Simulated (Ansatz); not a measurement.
Wurtzite CdS (r2SCAN geometry), in Ansatz:

Space group P6_3mc (No. 186). a = 4.165 Å, b = 4.165 Å, c = 6.766 Å, α = 90.00°, β = 90.00°, γ = 120.00°
```json
{"atom": "Cd", "site": "2b", "symmetry": "3m.", "x": "0.3333", "y": "0.6667", "z": "0.9990"}
{"atom": "S", "site": "2b", "symmetry": "3m.", "x": "0.3333", "y": "0.6667", "z": "0.3760"}
```

G0W0@PBE with 382 empty bands, a screening cutoff of 140 eV and a 6×6×2 mesh (PAW, contour deformation) gives 1.933 eV over the mesh points, from a PBE gap of 1.173 eV; it sums over 408 bands with 379 plane waves in the screening and a wave cutoff of 420 eV. G0W0 values are finite-basis, finite-mesh values. No spin polarisation and no zero-point or thermal motion.

Task: Estimate the gap with starting point HSE06.

Result: 2.533 eV (+0.600 eV), from a Kohn-Sham gap of 2.192 eV.

Task: Estimate the gap with empty bands 165, screening cutoff 80 eV.

Result: 1.871 eV (-0.062 eV), from a Kohn-Sham gap of 1.173 eV.

Spin-orbit coupling is left out.

With a shallow d shell on the cation, G0W0 converges slowly in bands and cutoff, so these values are in doubt.
